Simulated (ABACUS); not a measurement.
# KCl (Sylvite) (Fm-3m) in ABACUS: a series of runs

One crystal, KCl (Sylvite), is run at these levels: rPW86PBE, BLYP; tasks: single point, relaxation of cell and atoms.

Everything below comes from runs of ABACUS 3.10.1. Logs are shortened: lines on timing, memory, paths and dates and some standing lists are left out, and cuts for length are marked.

**The experiment to reproduce.**

From a printed reference work, monograph, for a bulk crystal of KCl: band gap 8.68 eV.

How close the calculation comes is told below.

### Step 1. The crystal as given

Symmetry: Fm-3m, No. 225, cubic system. Conventional cell: a = 6.293 Å, b = 6.293 Å, c = 6.293 Å, α = 90.00°, β = 90.00°, γ = 90.00°. K (site symmetry m-3m) is surrounded by 6 Cl at 3.15 Å. Around Cl (site symmetry m-3m) lie 6 K at 3.15 Å.

### Step 2. Single point, rPW86PBE

The input, run_abacus.py:

```python
"""ABACUS run from a structure file: ASE reads it, the script writes STRU, KPT and INPUT."""
import re
import subprocess
import spglib
from ase import Atoms
from ase.io import read
from ase.units import Bohr

atoms = read("KCl.cif")
cell, frac, numbers = spglib.standardize_cell((atoms.cell[:], atoms.get_scaled_positions(), atoms.numbers), to_primitive=True, symprec=1e-4)
atoms = Atoms(numbers=numbers, cell=cell, scaled_positions=frac, pbc=True)  # the primitive cell
atoms = atoms[(-atoms.numbers).argsort(kind="stable")]  # ABACUS lists atoms element by element
pseudo = {'K': 'k_pbe_v1.4.uspp.F.UPF', 'Cl': 'cl_pbe_v1.4.uspp.F.UPF'}
orbital = {}
magmoms = None
kmesh = [6, 6, 6]
params = {
    'suffix': 'KCl',
    'calculation': 'scf',
    'basis_type': 'pw',
    'pseudo_dir': './',
    'symmetry': 1,
    'dft_functional': 'GGA_X_RPW86+GGA_C_PBE',
    'ecutwfc': 40,
    'pseudo_rcut': 10,
    'nspin': 1,
    'nbands': 18,
    'ks_solver': 'dav',
    'smearing_method': 'fd',
    'smearing_sigma': 0.00367493,
    'scf_thr': 1e-08,
    'scf_nmax': 100,
    'mixing_type': 'broyden',
    'mixing_beta': 0.7,
    'cal_force': 1,
    'cal_stress': 1,
    'ecutrho': 320,
    'out_chg': 1,
    'kpar': 4,
}

symbols = atoms.get_chemical_symbols()
elements = list(dict.fromkeys(symbols))
lines = ["ATOMIC_SPECIES"] + [f"{e} {atoms.get_masses()[symbols.index(e)]:.4f} {pseudo[e]}" for e in elements]
if orbital:
    lines += ["", "NUMERICAL_ORBITAL"] + [orbital[e] for e in elements]
lines += ["", "LATTICE_CONSTANT", f"{1 / Bohr:.10f}", "", "LATTICE_VECTORS"]
lines += [" ".join(f"{x:.10f}" for x in v) for v in atoms.cell]
lines += ["", "ATOMIC_POSITIONS", "Direct"]
for e in elements:
    lines += ["", e, "0.0", str(symbols.count(e))]
    for i, p in enumerate(atoms.get_scaled_positions(wrap=False)):
        if symbols[i] == e:
            mag = "" if magmoms is None else " mag " + " ".join(str(x) for x in (magmoms[i] if isinstance(magmoms[i], list) else [magmoms[i]]))
            lines.append(" ".join(f"{x:.10f}" for x in p) + " 1 1 1" + mag)
open("STRU", "w").write("\n".join(lines) + "\n")
open("KPT", "w").write("K_POINTS\n0\nGamma\n%d %d %d 0 0 0\n" % tuple(kmesh))
open("INPUT", "w").write("INPUT_PARAMETERS\n" + "".join(f"{k:<20s}{v}\n" for k, v in params.items()))

done = subprocess.run(['mpirun', '-np', '4', 'abacus'])
if done.returncode:
    raise SystemExit(done.returncode)
log = open("OUT.KCl/running_scf.log").read()
print("final energy (eV):", re.findall(r"FINAL_ETOT_IS (\S+)", log))
```

The input, KCl.cif:

```cif
data_KCl
_cell_length_a 6.29294000
_cell_length_b 6.29294000
_cell_length_c 6.29294000
_cell_angle_alpha 90.00000000
_cell_angle_beta 90.00000000
_cell_angle_gamma 90.00000000
_space_group_name_H-M_alt 'Fm-3m'
_space_group_name_Hall '-F 4 2 3'
_space_group_IT_number 225
loop_
_space_group_symop_operation_xyz
'x,y,z'
'-x,-y,-z'
'-y,x,z'
'y,-x,-z'
'-x,-y,z'
'x,y,-z'
'y,-x,z'
'-y,x,-z'
'x,-y,-z'
'-x,y,z'
'-y,-x,-z'
'y,x,z'
'-x,y,-z'
'x,-y,z'
'y,x,-z'
'-y,-x,z'
'z,x,y'
'-z,-x,-y'
'z,-y,x'
'-z,y,-x'
'z,-x,-y'
'-z,x,y'
'z,y,-x'
'-z,-y,x'
'-z,x,-y'
'z,-x,y'
'-z,-y,-x'
'z,y,x'
'-z,-x,y'
'z,x,-y'
'-z,y,x'
'z,-y,-x'
'y,z,x'
'-y,-z,-x'
'x,z,-y'
'-x,-z,y'
'-y,z,-x'
'y,-z,x'
'-x,z,y'
'x,-z,-y'
'-y,-z,x'
'y,z,-x'
'-x,-z,-y'
'x,z,y'
'y,-z,-x'
'-y,z,x'
'x,-z,y'
'-x,z,-y'
'x,y+1/2,z+1/2'
'-x,-y+1/2,-z+1/2'
'-y,x+1/2,z+1/2'
'y,-x+1/2,-z+1/2'
[... 63 lines left out ...]
'-z+1/2,y,-x+1/2'
'z+1/2,-x,-y+1/2'
'-z+1/2,x,y+1/2'
'z+1/2,y,-x+1/2'
'-z+1/2,-y,x+1/2'
'-z+1/2,x,-y+1/2'
'z+1/2,-x,y+1/2'
'-z+1/2,-y,-x+1/2'
'z+1/2,y,x+1/2'
'-z+1/2,-x,y+1/2'
'z+1/2,x,-y+1/2'
'-z+1/2,y,x+1/2'
'z+1/2,-y,-x+1/2'
'y+1/2,z,x+1/2'
'-y+1/2,-z,-x+1/2'
'x+1/2,z,-y+1/2'
'-x+1/2,-z,y+1/2'
'-y+1/2,z,-x+1/2'
'y+1/2,-z,x+1/2'
'-x+1/2,z,y+1/2'
'x+1/2,-z,-y+1/2'
'-y+1/2,-z,x+1/2'
'y+1/2,z,-x+1/2'
'-x+1/2,-z,-y+1/2'
'x+1/2,z,y+1/2'
'y+1/2,-z,-x+1/2'
'-y+1/2,z,x+1/2'
'x+1/2,-z,y+1/2'
'-x+1/2,z,-y+1/2'
'x+1/2,y+1/2,z'
'-x+1/2,-y+1/2,-z'
'-y+1/2,x+1/2,z'
'y+1/2,-x+1/2,-z'
'-x+1/2,-y+1/2,z'
'x+1/2,y+1/2,-z'
'y+1/2,-x+1/2,z'
'-y+1/2,x+1/2,-z'
'x+1/2,-y+1/2,-z'
'-x+1/2,y+1/2,z'
'-y+1/2,-x+1/2,-z'
'y+1/2,x+1/2,z'
'-x+1/2,y+1/2,-z'
'x+1/2,-y+1/2,z'
'y+1/2,x+1/2,-z'
'-y+1/2,-x+1/2,z'
'z+1/2,x+1/2,y'
'-z+1/2,-x+1/2,-y'
'z+1/2,-y+1/2,x'
'-z+1/2,y+1/2,-x'
'z+1/2,-x+1/2,-y'
'-z+1/2,x+1/2,y'
'z+1/2,y+1/2,-x'
'-z+1/2,-y+1/2,x'
'-z+1/2,x+1/2,-y'
'z+1/2,-x+1/2,y'
'-z+1/2,-y+1/2,-x'
'z+1/2,y+1/2,x'
'-z+1/2,-x+1/2,y'
'z+1/2,x+1/2,-y'
'-z+1/2,y+1/2,x'
'z+1/2,-y+1/2,-x'
'y+1/2,z+1/2,x'
'-y+1/2,-z+1/2,-x'
'x+1/2,z+1/2,-y'
'-x+1/2,-z+1/2,y'
'-y+1/2,z+1/2,-x'
'y+1/2,-z+1/2,x'
'-x+1/2,z+1/2,y'
'x+1/2,-z+1/2,-y'
'-y+1/2,-z+1/2,x'
'y+1/2,z+1/2,-x'
'-x+1/2,-z+1/2,-y'
'x+1/2,z+1/2,y'
'y+1/2,-z+1/2,-x'
'-y+1/2,z+1/2,x'
'x+1/2,-z+1/2,y'
'-x+1/2,z+1/2,-y'
loop_
_atom_site_label
_atom_site_type_symbol
_atom_site_symmetry_multiplicity
_atom_site_Wyckoff_symbol
_atom_site_fract_x
_atom_site_fract_y
_atom_site_fract_z
_atom_site_occupancy
K1 K 4 a 0.0000000000 0.0000000000 0.0000000000 1
Cl1 Cl 4 b 0.5000000000 0.0000000000 0.0000000000 1
```

Potentials or basis: GBRV ultrasoft 1.5 PBE, plane waves.

On the command line:

```
> OMP_NUM_THREADS=1 python run_abacus.py > log
```

running log:

```text
ABACUS v3.10.1

               Atomic-orbital Based Ab-initio Computation at UStc

 ------------------------------------------------------------------------------------

 READING GENERAL INFORMATION
                           global_out_dir = OUT.KCl/
                           global_in_card = INPUT
                               pseudo_dir = ./
[... 8 lines left out ...]

 READING ATOM TYPE 1
                               atom label = K
                      L=0, number of zeta = 1
                      L=1, number of zeta = 1
                      L=2, number of zeta = 1
             number of atom for this type = 1

 READING ATOM TYPE 2
                               atom label = Cl
                      L=0, number of zeta = 1
                      L=1, number of zeta = 1
                      L=2, number of zeta = 1
             number of atom for this type = 1

                        TOTAL ATOM NUMBER = 2
DIRECT COORDINATES
    atom                   x                   y                   z     mag                  vx                  vy                  vz
taud_K1            0.0000000000        0.0000000000        0.0000000000  0.0000        0.0000000000        0.0000000000        0.0000000000
taud_Cl1            0.5000000000        0.5000000000        0.5000000000  0.0000        0.0000000000        0.0000000000        0.0000000000

                          Volume (Bohr^3) = 420.434
                             Volume (A^3) = 62.3018

 Lattice vectors: (Cartesian coordinate: in unit of a_0)
                   +0            +3.14647            +3.14647
             +3.14647                  +0            +3.14647
             +3.14647            +3.14647                  +0
 Reciprocal vectors: (Cartesian coordinate: in unit of 2 pi/a_0)
            -0.158908           +0.158908           +0.158908
            +0.158908           -0.158908           +0.158908
            +0.158908           +0.158908           -0.158908
 The esolver type has been set to : ksdft_pw

                PAO radial cut off (Bohr) = 10

 Read in pseudopotential file is k_pbe_v1.4.uspp.F.UPF
                     pseudopotential type = US
          exchange-correlation functional = PBE
                 nonlocal core correction = 1
                        valence electrons = 9
                                     lmax = 2
                           number of zeta = 4
[... 5 lines left out ...]
                           L of projector = 2
                           L of projector = 2
 XC functional updated to : GGA_X_RPW86+GGA_C_PBE
          exchange-correlation functional = GGA_X_RPW86+GGA_C_PBE
                PAO radial cut off (Bohr) = 10

 Read in pseudopotential file is cl_pbe_v1.4.uspp.F.UPF
                     pseudopotential type = US
          exchange-correlation functional = PBE
                 nonlocal core correction = 1
                        valence electrons = 7
                                     lmax = 2
                           number of zeta = 2
                     number of projectors = 6
                           L of projector = 0
                           L of projector = 0
[... 146 lines left out ...]
     energy cutoff for wavefunc (unit:Ry) = 40
              fft grid for wave functions = [ 36, 36, 36 ]
                    number of plane waves = 2229
                         number of sticks = 223

 PARALLEL PW FOR WAVE FUNCTIONS
     PROC   COLUMNS(POT)             PW
        1            223           2229
 --------------- sum -------------------
        1            223           2229

 SETUP NONLOCAL PSEUDOPOTENTIALS IN PLANE WAVE BASIS
 K non-local projectors:
 projector 1 L=0
 projector 2 L=0
 projector 3 L=1
 projector 4 L=1
 projector 5 L=2
 projector 6 L=2
 Cl non-local projectors:
 projector 1 L=0
 projector 2 L=0
 projector 3 L=1
 projector 4 L=1
 projector 5 L=2
 projector 6 L=2
      TOTAL NUMBER OF NONLOCAL PROJECTORS = 36

 Init Non-Local PseudoPotential table :
 Init Non-Local-Pseudopotential done.

                                     npwx = 1820

 Make real space PAO into reciprocal space.
       max mesh points in Pseudopotential = 731
     dq(describe PAO in reciprocal space) = 0.01
                                    max q = 763

 number of pseudo atomic orbitals for K is 4
WARNING: norm of atomic wavefunction # 3 of atomic type K is 0.996576, renormalized
WARNING: norm of atomic wavefunction # 4 of atomic type K is 0.969827, renormalized

 number of pseudo atomic orbitals for Cl is 2

 -------------------------------------------
 SELF-CONSISTENT
 -------------------------------------------
                                 init_chg = atomic

 PW ALGORITHM --------------- ION=   1  ELEC=   1--------------------------------

 Notice: Threshold on eigenvalues was too large.
 hsover_error=0.16 > DRHO=0.0893196
 Origin diag ethr = 0.01
 New diag ethr = 0.000558247

 Density error is 0.089520523693
                          Error Threshold = 0.000558247298507
----------------------------------------------------------
     Energy           Rydberg                 eV
----------------------------------------------------------
 E_KohnSham     -90.7877392518       -1235.2305623626
 E_Harris       -91.9757627356       -1251.3944511001
 E_Fermi        0.2098353328         2.8549561674
----------------------------------------------------------
[... 63 lines left out ...]
 Density error is 4.72259271933e-10
                          Error Threshold = 8.53538297312e-10
----------------------------------------------------------
     Energy           Rydberg                 eV
----------------------------------------------------------
 E_KohnSham     -90.8074305076       -1235.4984756425
 E_KS(sigma->0) -90.8074305076       -1235.4984756425
 E_Harris       -90.8075074034       -1235.4995218632
 E_band         -9.7341060317        -132.4393069676
 E_one_elec     -30.2741845935       -411.9014127757
 E_Hartree      19.9633930232        271.6158965284
 E_xc           -18.8297589313       -256.1920134315
 E_Ewald        -61.6668800060       -839.0209459636
 E_entropy(-TS) 0.0000000000         0.0000000000
 E_descf        0.0000000000         0.0000000000
 E_exx          0.0000000000         0.0000000000
 E_Fermi        0.2452676714         3.3370378659
----------------------------------------------------------

 charge density convergence is achieved
 final etot is -1235.4984756 eV
 EFERMI = 3.3370378659 eV

 STATE ENERGY(eV) AND OCCUPATIONS    NSPIN == 1
 1/4 kpoint (Cartesian) = 0.0000 0.0000 0.0000 (1807 pws)
       1       -26.4394     0.00925926
       2       -11.2837     0.00925926
       3       -9.87634     0.00925926
       4       -9.87634     0.00925926
       5       -9.87634     0.00925926
       6       0.830702     0.00925926
[... 59 lines left out ...]
       6      -0.248514      0.0370370
[... 10 lines left out ...]
      17        12.8375    1.11810e-84
      18        15.4638        0.00000

------------------------------------------------------------------------------------------
 TOTAL-FORCE (eV/Angstrom)
------------------------------------------------------------------------------------------
                        K1         0.0000000000         0.0000000000         0.0000000000
                       Cl1         0.0000000000         0.0000000000         0.0000000000
------------------------------------------------------------------------------------------

----------------------------------------------------------------
 TOTAL-STRESS (KBAR)
----------------------------------------------------------------
        -0.1217706040        -0.0000000000         0.0000000000
         0.0000000000        -0.1217706040         0.0000000000
        -0.0000000000         0.0000000000        -0.1217706040
----------------------------------------------------------------
 TOTAL-PRESSURE: -0.121771 KBAR

 --------------------------------------------
 !FINAL_ETOT_IS -1235.4984756424678380 eV
 --------------------------------------------
```

Wall time 47 s (4 MPI ranks of Intel Xeon Platinum 8259CL at 2.50GHz (Skylake/Cascade Lake), shared host); peak memory 0.84 GiB.

Results:

* Free energy: -1235.4985 eV
* Pressure: 0.0 GPa
* Band gap on the k mesh: 5.04 eV, direct

Caveat: the potentials were made for another functional, which shifts forces and pressure.

### Step 3. Single point, BLYP

The input, INPUT:

```
INPUT_PARAMETERS
suffix              KCl
calculation         scf
basis_type          pw
pseudo_dir          ./
symmetry            1
dft_functional      GGA_X_B88+GGA_C_LYP
ecutwfc             74
pseudo_rcut         10
nspin               1
nbands              18
ks_solver           dav
smearing_method     fd
smearing_sigma      0.00367493
scf_thr             1e-08
scf_nmax            100
mixing_type         broyden
mixing_beta         0.7
cal_force           1
cal_stress          1
out_chg             1
kpar                4
```

The input, STRU:

```
ATOMIC_SPECIES
K 39.0983 K.upf
Cl 35.4500 Cl.upf

LATTICE_CONSTANT
1.8897261246

LATTICE_VECTORS
0.0000000000 3.1464700000 3.1464700000
3.1464700000 0.0000000000 3.1464700000
3.1464700000 3.1464700000 0.0000000000

ATOMIC_POSITIONS
Cartesian

K
0.0
1
0.0000000000 0.0000000000 0.0000000000 1 1 1

Cl
0.0
1
3.1464700000 3.1464700000 3.1464700000 1 1 1
```

The input, KPT:

```
K_POINTS
0
Gamma
6 6 6 0 0 0
```

Potentials or basis: PseudoDojo NC SR 0.5 PBE stringent, plane waves.

On the command line:

```
> OMP_NUM_THREADS=1 mpirun -np 4 abacus > log
```

It took 4.4 s on 4 MPI ranks of Intel Xeon 6975P-C (Granite Rapids), shared host; peak memory 0.4 GiB.

It converged, with:

| Item | Value |
| --- | --- |
| Free energy | -1266.1289 eV |
| Pressure | 1.6 GPa |
| Band gap on the k mesh | 5.17 eV, direct |

Levels at points of the mesh, in eV from the valence-band top:
| k point | band 5 | band 6 | band 7 | band 8 | band 9 | band 10 | band 11 | band 12 |
| --- | --- | --- | --- | --- | --- | --- | --- | --- |
| (0.00, 0.00, 0.00) | -10.70 | 0.00 | 0.00 | 0.00 | 5.17 | 8.28 | 8.28 | 8.28 |
| (0.50, 0.50, 0.50) | -10.45 | -1.06 | -0.33 | -0.33 | 7.62 | 8.60 | 10.39 | 10.39 |
| (0.50, 0.50, 0.00) | -10.75 | -0.65 | -0.22 | -0.22 | 6.52 | 8.24 | 10.09 | 10.15 |

Caveat: the potentials were made for another functional, which shifts forces and pressure.

[end of part 1 of 2]
